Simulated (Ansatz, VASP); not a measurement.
## Two plane-wave programs on KBr

File INCAR:

```
SYSTEM = KBr
  ALGO = Normal
  EDIFF = 1E-7
  EDIFFG = -0.002
  ENCUT = 600
  GGA = PS
  IBRION = 2
  ISIF = 3
  ISMEAR = -1
  LASPH = .TRUE.
  LCHARG = .FALSE.
  LREAL = .FALSE.
  LWAVE = .FALSE.
  NELM = 60
  NSW = 100
  PREC = Accurate
  SIGMA = 0.05
```

Contents of KPOINTS:

```
k-points
0
G
  10 10 10
  0 0 0
```

File POSCAR:

```
KBr
1.0
    3.3000000000      3.3000000000      0.0000000000
   -3.3000000000      3.3000000000      0.0000000000
    0.0000000000      3.3000000000      3.3000000000
K Br
1 1
Direct
    0.0000000000      0.0000000000      0.0000000000
    0.5000000000      0.5000000000      0.0000000000
```

Input for Ansatz:

```yaml
crystal:
  lattice:
    - [3.3, 3.3, 0.0]
    - [-3.3, 3.3, 0.0]
    - [0.0, 3.3, 3.3]
  atoms:
    - { symbol: K, position: [0.0, 0.0, 0.0] }
    - { symbol: Br, position: [0.5, 0.5, 0.0] }
kpoints:
  mp_grid: { grid: [10, 10, 10] }
scf:
  occupations: { method: fermi_dirac, width: 0.05 }
hamiltonian:
  xc: pbesol
  pseudopotentials: { kind: paw }
relax:
  f_tol: 0.002
  max_steps: 80
  cell: {}
output:
  forces: true
  stress: true
```

Alike in both runs: task relaxation of cell and atoms; functional PBEsol; k mesh 10 × 10 × 10; occupations fermi-dirac, width 0.05 eV; no spin polarisation.

|  | VASP | Ansatz |
| --- | --- | --- |
| version | VASP 6.6.1 | Ansatz 0.2.0 |
| potentials or method | VASP PAW PBE potentials, release 64 (K_sv, Br) | PAW with Ansatz's default frozen-core files, scalar-relativistic |
| plane-wave cutoff (eV) | 600 | 420 |
| valence electrons in the cell | 16 | 16 |

Ansatz gave:

- relaxed volume (Å³/atom): 35.11
- relaxed cell length with the largest relative difference (Å): 4.631

Question: What did VASP give for the same quantities?

Answer: Relaxed volume (Å³/atom): 35.28; relaxed cell length with the largest relative difference (Å): 4.638.

Caveats: the PAW data sets were made with another functional, which shifts forces and pressure a little (VASP). A k mesh can miss the band edges.
